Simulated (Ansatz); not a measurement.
What a change of settings does to a run on Cr

The cell comes from COD entry 1534885, which wasn't checked; take it as a given geometry. The listed cell was then made from it by scaling, straining or moving an atom.

First run: DFT, LDA, PAW with Ansatz's default frozen-core files, scalar-relativistic (Ansatz 0.2.0).

Command: `ansatz run input.yaml --threads 1 --pin off --max-ram 3072MiB --backend cpu --events-out ev --progress --plain --runs-dir out` The run took 21 s on 1 thread of Arm Neoverse V1, on a shared host.

```yaml
crystal:
  lattice:
    - [0.0, 1.7632549957, 1.7632549957]
    - [1.7632549957, 0.0, 1.7632549957]
    - [1.7632549957, 1.7632549957, 0.0]
  atoms:
    - { symbol: Cr, position: [0.0, 0.0, 0.0], spin: 3.0 }
magnetization:
  spin_polarized: true
kpoints:
  mp_grid: { grid: [16, 16, 16] }
scf:
  occupations: { method: fermi_dirac, width: 0.05 }
hamiltonian:
  xc: lda
  pseudopotentials: { kind: paw }
output:
  forces: true
  stress: true
  efg: { contact_densities: true }
relax:
  f_tol: 0.005
  max_steps: 80
  cell: {}
```

Result: converged; relaxed volume 11.134 Å³/atom; moment 0.00 μB; 50 SCF iterations in all.

A second input differs as follows:

```diff
@@ -12,4 +12,5 @@
 scf:
   occupations: { method: fermi_dirac, width: 0.05 }
+  max_iter: 50
 hamiltonian:
   xc: lda
@@ -23,3 +24,4 @@
   max_steps: 80
   cell: {}
+total_charge: 6
```

Question: What is wrong with it, and what does the program do?

Answer: The fault is a charge that the system can't hold (a charged periodic cell is solved on a neutralising background, which makes energy and pressure unphysical). The run converged; relaxed volume 16.310 Å³/atom; moment 0.00 μB; 66 SCF iterations in all. Such numbers aren't properties of the crystal. The log ends:
```
  cell:  # Å, volume = 16.3098 Å³
    - [1.0057388205267808e-33, 2.0128246597167165, 2.0128246597167165]
    - [2.0128246597167165, 1.7585005073190767e-33, 2.0128246597167165]
    - [2.0128246597167165, 2.0128246597167165, -1.8749376777295494e-34]
  atoms:
    - { symbol: Cr, position: [0.0, 0.0, 0.0] }
```
